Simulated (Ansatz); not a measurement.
## LiBr (rocksalt): gap against strain (isotropic on every length)

LiBr (rocksalt), relaxed with r2SCAN in Ansatz, then strained (isotropic on every length; changes of length per length, axes as in the cell below) with the atoms relaxed again within the symmetry that is left. It is cubic, Fm-3m (No. 225); a = 5.479 Å in the conventional setting, 20.56 Å³ an atom. Li is surrounded by 6 Br at 2.74 Å; Br is surrounded by 6 Li at 2.74 Å. No spin polarisation and no zero-point or thermal motion.

```
Li Br
1.0
     0.00000    2.73957    2.73957
     2.73957    0.00000    2.73957
     2.73957    2.73957    0.00000
Li Br
1 1
Direct
  0.00000 0.00000 0.00000
  0.50000 0.50000 0.50000
```

Gaps are the least over each mesh (PBE 8×8×8, r2SCAN 8×8×8, HSE06 6×6×6 when unstrained) and the special points, which keep their unstrained names; stress is the change from the unstrained cell, compression positive.

```tsv
strain (%)	gap, PBE (eV)	gap, r2SCAN (eV)	gap, HSE06 (eV)	edges, HSE06	mean stress, r2SCAN (GPa)	energy rise, r2SCAN (meV/atom)
-0.5	5.053	5.952	6.281	Γ–K (0.22) → Γ	+0.43	0.4
0.0	4.985	5.877	6.209	Γ–K (0.20) → Γ	0.00	0.0
+4.0	4.516	5.354	5.705	Γ–K (0.21) → Γ	-2.53	22.3
```

**Question.** Estimate the row for a strain of +1.0 %.

**Answer.**
```tsv
strain (%)	gap, PBE (eV)	gap, r2SCAN (eV)	gap, HSE06 (eV)	edges, HSE06	mean stress, r2SCAN (GPa)	energy rise, r2SCAN (meV/atom)
+1.0	4.857	5.735	6.072	Γ–K (0.22) → Γ	-0.78	1.5
```

Between zero and the nearest strains the slope of the HSE06 gap against strain is -0.144 eV per percent for negative and -0.137 for positive strain.

The runs are scalar-relativistic, without spin-orbit coupling.

Where an edge lies off the special points, it is a point of the mesh or the k point where a search put PBE's edge or least direct gap, reused for the other functionals, whose own edges may lie a little apart.

The meshes of the hybrids are coarse, so their gaps aren't converged to the digits shown.
